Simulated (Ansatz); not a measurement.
# Hg (diamond type): how the settings move a single-point run

How sensitive is a single-point run of Hg (diamond type) to its settings? A reference run comes first, then one run with altered input.

Computed with Ansatz 0.2.0 (reference: DFT, PBE, PAW with Ansatz's default frozen-core files, scalar-relativistic, unless a step's input says otherwise).

2 further runs of the same task are left out: 2 that didn't finish.

## 1. Starting point

The structure is trigonal, space group R-3m (No. 166). Conventional cell: a = 4.710 Å, b = 4.710 Å, c = 11.537 Å, α = 90.00°, β = 90.00°, γ = 120.00°. Around Hg (site symmetry 3m) lie 1 Hg at 2.02 Å.

As a file:

```xyz
2
Lattice="0.0000 3.3303 3.3303 3.3303 0.0000 3.3303 3.3303 3.3303 0.0000" Properties=species:S:1:pos:R:3 pbc="T T T"
Hg   -0.5828   -1.0824   -1.0824
Hg    0.5828    1.0824    1.0824
```

## 2. Baseline

input.yaml reads:

```yaml
crystal:
  lattice:
    - [0.0, 3.3303445432, 3.3303445432]
    - [3.3303445432, 0.0, 3.3303445432]
    - [3.3303445432, 3.3303445432, 0.0]
  atoms:
    - { symbol: Hg, position: [-0.2375, -0.0875, -0.0875] }
    - { symbol: Hg, position: [0.2375, 0.0875, 0.0875] }
kpoints:
  mp_grid: { grid: [8, 8, 8] }
scf:
  occupations: { method: fermi_dirac, width: 0.05 }
hamiltonian:
  xc: pbe
  pseudopotentials: { kind: paw }
output:
  forces: true
  stress: true
  eigenvalues: true
  efg: { contact_densities: true }
  populations: true
```

Started as:

```sh
$ ansatz run input.yaml --threads 1 --pin off --max-ram 2048MiB --backend cpu --events-out ev --progress --plain --runs-dir out
```

## 3. Variant: dr2_threshold 1.0e-11, accuracy high

Edit input.yaml of step 2 so:

```diff
@@ -12,2 +12,3 @@
   occupations: { method: fermi_dirac, width: 0.05 }
+  convergence: { dr2_threshold: 1.0e-11 }
 hamiltonian:
@@ -21 +22,2 @@
   populations: true
+accuracy: high
```

Q: Predict the outcome of this session. Wanted: for each run, ending; energy change; pressure; gap; force.

**Answer**, as computed:

```csv
run,ending,energy change,pressure (GPa),gap (eV),force (eV/Å),cycles,time
reference,converged,0,32.1,0.00,23.56,7,8 s
"1: dr2_threshold 1.0e-11, accuracy high",converged,0.0 meV/atom,32.1,0.00,23.56,9,9.3 s
```

Residual by cycle in the longest SCF loop of each run; runs are numbered as in the table. The quantity is the density residual dr2, in eV.

```csv
cycle,reference,run 1
1,0.00334,0.00334
2,0.00171,0.0017
3,3.2e-4,3.2e-4
4,3.4e-5,3.4e-5
5,5.1e-6,4.4e-6
6,4.6e-7,5.0e-7
7,1.2e-8,1.2e-8
8,-,5.4e-10
9,-,5.8e-12
```

What this shows: The changed input (convergence setting and accuracy level) leaves the energy the same to the digits printed. The structure is not at rest: the sound run finds 32 GPa, so these are no properties of the relaxed crystal. 
